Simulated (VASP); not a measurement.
SGeH2: relaxation of the atoms with PBE

Molecule: SGeH2, in a box.

```
S Ge H
1.0
    11.00000    0.00000    0.00000
     0.00000   12.00000    0.00000
     0.00000    0.00000   11.00000
S Ge H
1 1 2
Direct
  0.46422 0.39568 0.52672
  0.42628 0.55739 0.43562
  0.57672 0.41524 0.57247
  0.55436 0.60957 0.47318
```

The cell isn't the ideal one: atoms moved at random, drawn with an rms of 0.02 Å.

```
Program                : VASP 6.6.1
Task                   : relaxation of the atoms
Functional             : PBE
Potentials or basis    : VASP PAW PBE potentials, release 64 (S, Ge_d, H)
Cutoff                 : 520 eV
k mesh                 : 1 × 1 × 1
Occupations            : gaussian, width 0.01 eV
Spin                   : no spin polarisation
Further INCAR settings : ALGO = Fast; EDIFF = 1e-07; IBRION = 2; EDIFFG = -0.01; NSW = 60
```

```yaml
Energy_gained_by_relaxing: 1.2 meV/atom
Ionic_steps: 11
Largest_force_after_relaxing: 0.003 eV/Å
Gap_between_the_frontier_levels: 2.76 eV
```

Forces in eV/Å, atoms in the order of the input:
```
S    0.000  0.000  0.003
Ge   0.001  0.001 -0.003
H    0.000  0.001 -0.003
H   -0.001 -0.002  0.002
```

Step by step:
| step | energy change (eV) | largest force (eV/Å) | pressure (GPa) |
| --- | --- | --- | --- |
| 1 | 0.0000 | 0.3589 | 0.02 |
| 2 | -0.0029 | 0.3136 | 0.00 |
| 3 | -0.0040 | 0.1601 | 0.01 |
| 4 | -0.0045 | 0.0973 | -0.01 |
| 5 | -0.0046 | 0.0283 | 0.00 |
| 6 | -0.0047 | 0.0225 | 0.00 |
| 7 | -0.0048 | 0.0260 | 0.00 |
| 8 | -0.0048 | 0.0423 | -0.01 |
| 9 | -0.0048 | 0.0105 | -0.01 |
| 10 | -0.0049 | 0.0105 | 0.00 |
| 11 | -0.0049 | 0.0034 | 0.00 |

Final structure:
```xyz
4
Lattice="11.0000 0.0000 0.0000 0.0000 12.0000 0.0000 0.0000 0.0000 11.0000" Properties=species:S:1:pos:R:3 pbc="T T T"
S     5.1075    4.7327    5.8028
Ge    4.6862    6.6940    4.7867
H     6.3395    4.9861    6.2920
H     6.1041    7.3217    5.2063
```

Levels at points of the mesh, in eV from the valence-band top:
| k point | band 7 | band 8 | band 9 | band 10 | band 11 | band 12 | band 13 | band 14 | band 15 |
| --- | --- | --- | --- | --- | --- | --- | --- | --- | --- |
| (0.00, 0.00, 0.00) | -6.56 | -3.96 | -1.21 | -0.73 | 0.00 | 2.76 | 4.92 | 5.33 | 5.96 |

Run time: 9.6 min on 1 thread of Intel(R) Xeon(R) Platinum 8488C (Sapphire Rapids) (shared host), peak memory 1.2 GiB.
